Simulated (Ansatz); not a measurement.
# CaZnC2O6 (R-3): the host for defect calculations, part 2 of 4

Aim: the runs on the perfect crystal CaZnC2O6 (R-3) that a defect calculation needs first.

Ansatz 0.2.0; plane-wave PAW DFT, PBEsol; relaxation of the host's cell and atoms (the session's first sound run).

So far: Set-up; Host cell relaxation. The relaxed cell has a = 4.810, c = 15.941 Å (conventional setting).

## 3. Dielectric tensors of the host

The response to a uniform electric field gives the electronic dielectric tensor.

This step: plane-wave PAW DFPT, PBEsol; dielectric tensors, Born charges and zone-centre modes of the host (Ansatz 0.2.0).

The input, eps/input.yaml:

```yaml
crystal:
  lattice:
    - [2.4048516346, 1.3884417223, 5.3135512853]
    - [-2.4048516346, 1.3884417223, 5.3135512853]
    - [0.0, -2.7768834935, 5.3135512725]
  atoms:
    - { symbol: Ca, position: [1.0, 0.0, 0.0] }
    - { symbol: Zn, position: [0.5, 0.5, 0.5] }
    - { symbol: C, position: [0.7577241648, 0.7577241648, 0.7577241648] }
    - { symbol: C, position: [0.2422758352, 0.2422758352, 0.2422758352] }
    - { symbol: O, position: [0.7305113619, 0.0363848123, 0.501920488] }
    - { symbol: O, position: [0.501920488, 0.7305113619, 0.0363848123] }
    - { symbol: O, position: [0.0363848123, 0.501920488, 0.7305113619] }
    - { symbol: O, position: [0.2694886381, 0.9636151877, 0.498079512] }
    - { symbol: O, position: [0.498079512, 0.2694886381, 0.9636151877] }
    - { symbol: O, position: [0.9636151877, 0.498079512, 0.2694886381] }
basis:
  ecutwfc: 420
hamiltonian:
  xc: pbesol
kpoints:
  mp_grid: { grid: [6, 6, 6] }
scf:
  occupations: { method: fixed }
  max_iter: 100
phonons:
  method: dfpt
  dielectric: true
  rigid_motions: translations
```

Run with:

```
$ ansatz run input.yaml --threads 4 --pin off --max-ram 7536MiB --backend cpu --events-out ev --progress --plain --runs-dir out
```

Numbers of over 12 decimals in the logs are rounded to 6 here.

The program printed:

```text
[...]
Crystal: 10 atoms, lattice volume = 106.452 Å³
Basis set: ecut = 420 eV, 2015 PW (Γ), exchange–correlation on 90×90×90 points (8 copies of the dense FFT grid, shifted against one another)
Bands: 43, of which v1, the nominal top of the filled ones, is band 33 counted from 1 (32 counted from 0)
Symmetry: 6 space group operations
k-points: 112 of 216 (irreducible under 1 space group operation, time reversal used)
[...]
SCF iter   1: F=—  HF=-8936.930038 eV  |F-HF|=—  |Δ(HF+E_count)|=         —  Δρ=1.24e-2  dr2=1.21e-1  ethr=1.77e-3  ⟨swp⟩=5.4  Hψ=17898  notcnv=0  defer=847
[...]
SCF iter  10: F=-8936.897461 eV  HF=-8936.897461 eV  |F-HF|=1.27e-11  |Δ(HF+E_count)|=  2.44e-10  Δρ=1.01e-7  dr2=1.01e-11  ethr=1.00e-12  ⟨swp⟩=17.3  Hψ=35378  notcnv=0
SCF 1 converged in 10 iterations: F = -8936.897461 eV  dr2 = 1.01e-11
[...]
NSCF: frozen V_eff on 6 k-points
DFPT response loops at Γ: preconditioner auto → none (the input reference at scf.mixing.eps_inf says where Resta's filter doesn't serve); β = 0.50; Broyden in place of MSR1
SCF converged after 10 iterations
Free energy (F): -8936.897461 eV
[...]
Internal energy: -8936.897461 eV  (E = F + TS)
E sigma→0 (E₀):  -8936.897461 eV
Fermi energy:    5.600065 eV
[...]
--- Band table (eV; the first three rows and the last of 112) ---
[...]
[... further k-points left out ...]
--- Phonons (Γ-DFPT): 9 representative perturbations + reference, on 112 of 216 k-points (Σ response iterations 37) ---
  k mesh reduced under 1 symmetry operation, with k and −k counted as one. Each operation leaves every solved perturbation unchanged. A smaller set is not considered because the run solves the response to a homogeneous field
  ASR residual: 6.460e-5 → 0.000e0 eV/Å²; symmetrization residual: 6.787e-5 eV/Å²
  ASR residual per site (eV/Å²): 3.11e-5 6.46e-5 5.74e-5 5.74e-5 1.83e-5 1.96e-5 1.83e-5 1.83e-5 1.96e-5 1.83e-5
  Γ frequencies (cm⁻¹): 0.00 0.00 0.00 129.90 139.09 139.09 162.55 162.55 184.64 184.64 219.80 240.31 284.48 284.48 290.97 290.97 315.01 358.20 694.48 694.48 699.79 699.79 823.84 829.78 1078.71 1080.44 1395.40 1395.40 1408.81 1408.81
  ε∞ (high-frequency dielectric tensor):
        3.379412    -0.000003    -0.000000
        0.000003     3.379412     0.000000
        0.000000     0.000000     2.609819
  ε⁰ (static dielectric tensor: ions relaxed, cell fixed):
       10.539273    -0.000003     0.000000
        0.000003    10.539273     0.000000
        0.000000     0.000000     8.609845
  ε⁰ − ε∞ (ionic part):
        7.159861    -0.000000     0.000000
       -0.000000     7.159861     0.000000
        0.000000     0.000000     6.000026
  softest optical mode at Γ: 129.90 cm⁻¹; the repairs (sum rule, projections) moved no ω² at Γ by more than (6.93 cm⁻¹)²
  Born effective charges Z* (e; rows j = field, columns β = displacement):
    site 0:
         2.51515   -0.19115   -0.00000
         0.19115    2.51515   -0.00000
         0.00000   -0.00000    2.62822
    site 1:
         2.62738    0.25788    0.00000
        -0.25788    2.62738    0.00000
        -0.00000    0.00000    2.17890
    site 2:
         3.30062   -0.18971   -0.00000
         0.18971    3.30062    0.00000
         0.00000    0.00000    0.27429
    site 3:
         3.30062   -0.18971   -0.00000
         0.18971    3.30062    0.00000
         0.00000    0.00000    0.27429
    site 4:
        -1.69670    0.72511    0.20131
         0.62088   -2.21788    0.14042
         0.15563    0.13044   -0.89262
    site 5:
        -1.50476   -0.51006   -0.22226
        -0.61429   -2.40983    0.10413
        -0.19078    0.06956   -0.89262
    site 6:
        -2.67042   -0.05870    0.02095
        -0.16294   -1.24417   -0.24455
         0.03515   -0.20000   -0.89262
    site 7:
        -1.69670    0.72511    0.20131
         0.62088   -2.21788    0.14042
         0.15563    0.13044   -0.89262
    site 8:
        -1.50476   -0.51006   -0.22226
        -0.61429   -2.40983    0.10413
        -0.19078    0.06956   -0.89262
    site 9:
        -2.67042   -0.05870    0.02095
        -0.16294   -1.24417   -0.24455
         0.03515   -0.20000   -0.89262
  Z* charge neutrality: 6.033e-5 e pre-enforcement
  k-mesh period / interband length: 28.9 Å / 1.10 Å = 26.12 at k = (0.0000, 0.0000, 0.0000), direct gap 5.320 eV — 14 or more, which is no proof of convergence
  optical modes at Γ without the LO–TO term, one row a degenerate level:
      ω (cm⁻¹)  modes    IR ((D/Å)²/amu)
        129.90      1             3.9166
[...]
optical modes at Γ + LO–TO along q̂ = [1.0000, 0.0000, 0.0000]:
      ω (cm⁻¹)  modes    IR ((D/Å)²/amu)
[...]
optical modes at Γ + LO–TO along q̂ = [0.0000, 1.0000, 0.0000]:
      ω (cm⁻¹)  modes    IR ((D/Å)²/amu)
[...]
optical modes at Γ + LO–TO along q̂ = [0.0000, 0.0000, 1.0000]:
      ω (cm⁻¹)  modes    IR ((D/Å)²/amu)
[...]
284.48      2             0.0000
        290.97      2            16.0537
        358.20      1             0.0000
        395.25      1             8.0647
        694.48      2             0.0000
        699.79      2             1.4060
        829.78      1             0.0000
        840.00      1             3.9640
       1078.76      1             0.0164
       1080.44      1             0.0000
       1395.40      2           143.5270
       1408.81      2             0.0000
```

Run time: 4.1 min. Hardware: 4 threads of Arm Neoverse V2, shared host; peak memory 2.3 GiB; 16 min of CPU time.

Electronic dielectric tensor:

```
3.38 0.00 0.00
0.00 3.38 0.00
0.00 0.00 2.61
```

Static dielectric tensor:

```
10.54  0.00  0.00
 0.00 10.54  0.00
 0.00  0.00  8.61
```

The principal values of the electronic dielectric tensor are 2.61, 3.38 and 3.38. The principal values of the static dielectric tensor are 8.61, 10.54 and 10.54.

[end of part 2 of 4]

[Logs are printed without paths, hosts, clocks, repeated set-up lines and the standing remarks that a program may print on its own settings, such as how far it seeks lower states.]

[Hosts, paths, dates, database ids (printed as entryN), source tags and the programs' standing remarks are cut or masked in the printed files.]

[Runs of the host that timed out are not shown.]

[For some hosts the program warned that the k-mesh of the response run may be too coarse for force constants and the static dielectric constant; such warnings are not always shown.]
